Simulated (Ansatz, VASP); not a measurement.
## KTaO3 in VASP and in Ansatz

File POSCAR:

```
KTaO3
1.0
    3.9502297920      0.0000000000      0.0000000000
    0.0000000000      3.9502297920      0.0000000000
    0.0000000000      0.0000000000      3.9502297920
K Ta O
1 1 3
Direct
    0.0000000000      0.0000000000      0.0000000000
    0.5000000000      0.5000000000      0.5000000000
    0.5000000000      0.5000000000      0.0000000000
    0.5000000000      0.0000000000      0.5000000000
    0.0000000000      0.5000000000      0.5000000000
```

File INCAR.step1:

```
PREC = Accurate ; ENCUT = 520
ISMEAR = 0 ; SIGMA = 0.01
LREAL = F ; LASPH = T
NELM = 80 ; NBANDS = 27
GGA = PE ; ALGO = Normal
EDIFF = 1E-4 ; LWAVE = T
LCHARG = F
```

File INCAR.step2:

```
PREC = Accurate ; ENCUT = 520
EDIFF = 1E-6 ; ISMEAR = 0
SIGMA = 0.01 ; LREAL = F
LASPH = T ; NELM = 80
ALGO = Normal ; ISIF = 2
LWAVE = F ; LCHARG = T
METAGGA = R2SCAN ; LMIXTAU = T
LELF = T ; LVHAR = T
NBANDS = 27 ; ISTART = 1
```

The input KPOINTS:

```
regular mesh
0
Gamma
  6 6 6
```

Input for Ansatz:

```yaml
crystal:
  lattice:
    - [3.950229792, 0.0, 0.0]
    - [0.0, 3.950229792, 0.0]
    - [0.0, 0.0, 3.950229792]
  atoms:
    - { symbol: K, position: [0.0, 0.0, 0.0] }
    - { symbol: Ta, position: [0.5, 0.5, 0.5] }
    - { symbol: O, position: [0.5, 0.5, 0.0] }
    - { symbol: O, position: [0.5, 0.0, 0.5] }
    - { symbol: O, position: [0.0, 0.5, 0.5] }
kpoints:
  mp_grid: { grid: [6, 6, 6] }
  band_path:
    path: [[0.0, 0.0, 0.0], [0.0, 0.5, 0.0], [0.5, 0.5, 0.0], [0.5, 0.5, 0.5]]
    npoints: 1
hamiltonian:
  xc: r2scan
scf:
  occupations: { method: fixed }
  n_extra_bands: 5
output:
  forces: true
  stress: true
  eigenvalues: true
  write_density: true
  write_potential: true
  elf: true
  volumetric_format: npy
```

Change from the starting cell: hydrostatic strain -1.0%.

Alike in both runs: task single point; functional r2SCAN; k mesh 6 × 6 × 6; no spin polarisation.

|  | VASP | Ansatz |
| --- | --- | --- |
| version | VASP 6.6.1 | Ansatz 0.2.0 |
| potentials or method | VASP PAW PBE potentials, release 64 (K_sv, Ta_pv, O) | plane waves, PAW |
| plane-wave cutoff (eV) | 520 | 500 |
| occupations | gaussian, width 0.01 eV | fixed |
| valence electrons in the cell | 38 | 40 |

VASP gave:

| Property | Result |
| --- | --- |
| gap on the k mesh at the Fermi level (eV) | 2.67 |
| pressure (GPa) | 7.8 |

Problem. What did Ansatz give for the same quantities?

Solution. gap on the k mesh at the Fermi level (eV): 2.70; pressure (GPa): 6.7.

The two sets of potentials don't hold the same shells in valence.

Caveats: the PAW data sets were made with another functional, which shifts forces and pressure a little (VASP); spin-orbit coupling is left out, which moves the levels of the heavy elements. A k mesh can miss the band edges.
